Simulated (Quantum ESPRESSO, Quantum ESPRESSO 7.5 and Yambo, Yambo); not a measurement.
**WS2 (2H monolayer): G0W0 with and without spin-orbit coupling**

Wanted: the effect of spin-orbit coupling on the quasiparticle gap of WS2 (2H monolayer).

Calculated with Quantum ESPRESSO 7.5 and Yambo 5.3.0; PBE and many-body steps on it, plane waves.

**Experimental background.**

- Gap 2.238 ± 0.003 eV: free-particle direct gap at K; magneto-absorption of Rydberg excitons; 4 K; monolayer (exfoliated monolayer encapsulated in hBN) (“Revealing exciton masses and dielectric properties of monolayer semiconductors with high magnetic fields”, 2019, pmc:6744484).

- Gap 2.72 eV: quasiparticle gap from STS in WS2 area away from isolated Mo atoms; STS; 87 K; monolayer on graphite (“Microscopic basis for the band engineering of Mo1−xWxS2-based heterojunction”, 2015, pmc:4595798).

- Gap 2.14 eV: transport (quasiparticle) gap of monolayer from electron and hole threshold voltage difference; ionic liquid gated FET transport; 240 K; monolayer (exfoliated monolayer on SiO2/Si covered by DEME-TFSI ionic liquid) (“Mono- and Bilayer WS2 Light-Emitting Transistors”, 2014, arxiv:1403.7551).

- Gap 1.97 eV: optical gap from absorption edge; differential reflectance / absorption edge; monolayer (“Controllable Doping Characteristics for WSxSey Monolayers Based on the Tunable S/Se Ratio”, 2023, pmc:10385163).

- Gap 1.95 eV: optical gap, direct excitonic transition at K from PL peak; photoluminescence, 532 nm excitation; 300 K; monolayer (CVD-grown monolayer flakes on SiO2/Si) on SiO2/Si (“Microstructure and Elastic Constants of Transition Metal Dichalcogenide Monolayers from Friction and Shear Force Microscopy”, 2019, arxiv:1908.07843).

This is a selection; 30 further reports are not listed.

This is a report of a sequence of runs, with most program output left out.

## Step 1: The starting structure

The cell holds 3 atoms: 1 W and 2 S. Its edges and angles: a = 3.187 Å, b = 3.187 Å, c = 16.000 Å, α = 90.0°, β = 90.0°, γ = 120.0°. Vacuum lies along c.

The structure was relaxed with PBE. The runs that relaxed it are not among those shown. Spin-orbit coupling is left out unless a step names it.

## Step 2: Empty states on the mesh, 6×6×1 mesh, 124 bands

This step: Quantum ESPRESSO 7.5; DFT, PBE, plane waves, norm-conserving pseudopotentials.

The sums over transitions need many empty states on a uniform mesh; this step solves for them.

pw.in reads:

```
&control
  calculation = 'nscf'
  prefix = 'x'
  outdir = 'o'
  pseudo_dir = 'pseudo'
/
&system
  ibrav = 0
  nat = 3
  ntyp = 2
  ecutwfc = 62.0
  nbnd = 124
  force_symmorphic = .true.
/
&electrons
  conv_thr = 1e-9
  electron_maxstep = 80
  diago_full_acc = .true.
  diago_thr_init = 5e-6
/
ATOMIC_SPECIES
  W 183.84 W.upf
  S 32.06 S.upf
CELL_PARAMETERS angstrom
  3.1869316516 0.0000000001 0.0000000000
  -1.5934658259 2.7599637703 0.0000000000
  0.0000000000 0.0000000000 16.0000000000
ATOMIC_POSITIONS crystal
  W 0.3333333333 0.6666666667 0.5000000000
  S 0.6666666667 0.3333333333 0.5982131499
  S 0.6666666667 0.3333333333 0.4017868501
K_POINTS automatic
  6 6 1 0 0 0
```

On the command line:

```bash
OMP_NUM_THREADS=1 mpirun -n 4 pw.x -nk 4 -in pw.in > pw.out
```

Elapsed: 20 s, on 4 MPI ranks of Intel Xeon 6975P-C (Granite Rapids), shared host; peak memory 0.61 GiB.

This step gave:

| Quantity | Value |
| --- | --- |
| gap | 1.811 eV |
| k of the valence top | 0.3333, 0.3333, 0 |
| k of the conduction bottom | 0.3333, 0.3333, 0 |
| least direct gap | 1.811 eV |
| k points computed | 7 |
| lowest point of the top converged band, above the valence top | 47.64 eV |

On this mesh the gap is 1.811 eV.

The density comes from a self-consistent run that is not shown.

## Step 3: Conversion and set-up

This step: Yambo 5.3.0; conversion and set-up on PBE, plane waves, norm-conserving pseudopotentials.

The states are converted to the many-body program's format and the q mesh is built.

On the command line:

```bash
(cd o/x.save; p2y > p2y.log; mv SAVE ../..); yambo > setup.log
```

The job ended after 2.7 s (1 MPI rank; peak memory 0.25 GiB).

## Step 4: Scalar-relativistic

G0W0 replaces the xc potential by the self-energy, built once from these orbitals. Only a window of levels is corrected, while the sums run over the empty bands that the input names.

This step: G0W0 on PBE, plane waves, norm-conserving pseudopotentials.

gw1.in reads:

```
HF_and_locXC
gw0
dyson
ppa
em1d
rim_cut
rim_w
RandQpts= 3000000
RandGvec= 100 RL
CUTGeo= "slab z"
RandGvecW= 9 RL
EXXRLvcs= 62 Ry
VXCRLvcs= 248 Ry
Chimod= "HARTREE"
% BndsRnXp
 1 | 124 |
%
NGsBlkXp= 10.5 Ry
% LongDrXp
 1 | 1 | 0 |
%
% GbndRnge
 1 | 124 |
%
DysSolver= "n"
ExtendOut
PPAPntXp= 27.21138 eV
% QPkrange
 7 | 7 | 12 | 15 |
 1 | 1 | 12 | 15 |
%
```

On the command line:

```bash
OMP_NUM_THREADS=1 mpirun -n 4 yambo -F gw1.in -J gw1 -C gw1 > gw1.log
```

The job ended after 4.8 min (4 MPI ranks; peak memory 2.2 GiB; 19 min of CPU time).

Numbers from this step:

```
G0W0 gap on the points computed              : 2.835 eV
starting gap on the mesh                     : 1.811 eV
k of the valence top                         : 0.3333, 0.3333, 0
k of the conduction bottom                   : 0.3333, 0.3333, 0
least direct G0W0 gap on the computed points : 2.835 eV
Z at the valence top                         : 0.7531
Z at the conduction bottom                   : 0.7514
```

The gap on the mesh goes from 1.81 eV to 2.83 eV, a correction of +1.02 eV.

## Step 5: Empty states on the mesh, 6×6×1 mesh, 248 bands

This step: Quantum ESPRESSO 7.5; DFT, PBE with spin-orbit coupling, plane waves, norm-conserving pseudopotentials.

pw.in: that of step 2 with these lines changed.

```diff
@@ -11,4 +11,6 @@
   ecutwfc = 62.0
-  nbnd = 124
+  nbnd = 248
   force_symmorphic = .true.
+  noncolin = .true.
+  lspinorb = .true.
 /
```

On the command line:

```bash
OMP_NUM_THREADS=1 mpirun -n 4 pw.x -nk 4 -in pw.in > pw.out
```

It took 89 s on 4 MPI ranks; peak memory 1.6 GiB; 5.9 min of CPU time.

This step gave:

```
gap                                                           : 1.555 eV
k of the valence top                                          : 0.3333, 0.3333, 0
k of the conduction bottom                                    : 0.3333, 0.3333, 0
least direct gap                                              : 1.555 eV
k points computed                                             : 7
lowest point of the top converged band, above the valence top : 47.42 eV
```

On this mesh the gap is 1.555 eV.

The density comes from a self-consistent run that is not shown, made with spin-orbit coupling and fully relativistic files.

## Step 6: Conversion and set-up

This step: Yambo 5.3.0; conversion and set-up on PBE with spin-orbit coupling, plane waves, norm-conserving pseudopotentials.

On the command line:

```bash
(cd o/x.save; p2y > p2y.log; mv SAVE ../..); yambo > setup.log
```

Run time: 4 s. Hardware: 1 MPI rank; peak memory 0.25 GiB.

## Step 7: With spin-orbit coupling

This step: G0W0 on PBE with spin-orbit coupling, plane waves, norm-conserving pseudopotentials.

gw3.in reads:

```
HF_and_locXC
gw0
dyson
ppa
em1d
rim_cut
rim_w
RandQpts= 3000000
RandGvec= 100 RL
CUTGeo= "slab z"
RandGvecW= 9 RL
EXXRLvcs= 62 Ry
VXCRLvcs= 248 Ry
Chimod= "HARTREE"
% BndsRnXp
 1 | 248 |
%
NGsBlkXp= 10.5 Ry
% LongDrXp
 1 | 1 | 0 |
%
% GbndRnge
 1 | 248 |
%
DysSolver= "n"
ExtendOut
PPAPntXp= 27.21138 eV
% QPkrange
 7 | 7 | 23 | 30 |
 1 | 1 | 23 | 30 |
%
```

On the command line:

```bash
OMP_NUM_THREADS=1 mpirun -n 4 yambo -F gw3.in -J gw3 -C gw3 > gw3.log
```

Run time: 18 min. Hardware: 4 MPI ranks; peak memory 4.1 GiB.

This step gave:

- G0W0 gap on the points computed: 2.593 eV
- starting gap on the mesh: 1.555 eV
- k of the valence top: 0.3333, 0.3333, 0
- k of the conduction bottom: 0.3333, 0.3333, 0
- least direct G0W0 gap on the computed points: 2.593 eV
- Z at the valence top: 0.7532
- Z at the conduction bottom: 0.7499

Against G0W0 in Yambo (6×6×1 mesh, 124 bands, screening to 142.9 eV, Godby-Needs plasmon pole), the gap moves by −0.242 eV.

## Step 8: The runs together

Times are wall times on 4 MPI ranks of Intel Xeon 6975P-C (Granite Rapids), shared host, good to a factor of about two.

```csv
run,mesh,bands,screening cutoff (eV),DFT gap (eV),gap on the mesh (eV),direct (eV),time
scalar-relativistic,6×6×1,124,142.9,1.811,2.835,2.835,4.8 min
with spin-orbit coupling,6×6×1,248,142.9,1.555,2.593,2.593,18 min
```

## Step 9: What came out

| Item | Value |
| --- | --- |
| scalar-relativistic | 2.835 eV |
| with spin-orbit coupling | 2.593 eV |
| known limits | not at the basis limit; no spin-orbit coupling in some runs |

What this shows: With spin-orbit coupling: −0.242 eV against scalar-relativistic, −0.256 eV of it in the start. Against experiment, by with spin-orbit coupling: the direct gap of 2.59 eV lies +0.36 eV from the measured 2.238 ± 0.003 eV (electronic, 4 K, encapsulated, 2019); the gap of 2.59 eV lies −0.13 eV from the measured 2.72 eV (electronic, 87 K, on graphite, 2015); the gap of 2.59 eV lies +0.45 eV from the measured 2.14 eV (transport, 240 K, 2014); the direct gap of 2.59 eV lies +0.62 eV from the measured 1.97 eV (exciton, 2023); the direct gap of 2.59 eV lies +0.64 eV from the measured 1.95 eV (exciton, 300 K, on SiO2/Si, 2019). An exciton line or allowed optical edge lies below the quasiparticle gap by the binding energy; a forbidden edge can push the onset above it. The computed sheet is free-standing; a substrate or cover screens it further and lowers both gap and binding, while the exciton line moves little. These are gaps on the mesh, at modest bands and cutoff. The calculation has static nuclei and no excitons; a measured gap holds zero-point and thermal motion, which mostly lowers it. Bands and cutoff are finite, so the gap is not at the basis limit. The miss can reach some tenths of an eV and take either sign; the mesh is an error of its own. In the G0W0 runs levels were corrected at 2 k points alone, so a gap called «on the mesh» is the least over those, and an edge elsewhere would be missed.

[Paths, hosts, dates, memory and timing lines, banners, echoed tables and standing remarks are left out of the program output.]

[Logs are printed without paths, hosts, clocks, repeated set-up lines and the standing remarks that a program may print on its own settings, such as how far it seeks lower states.]

[Runs of the session that timed out or met a known fault of the program may be left out.]

[Hosts, paths, dates, database ids (printed as entryN), source tags and the programs' standing remarks are cut or masked in the printed files.]
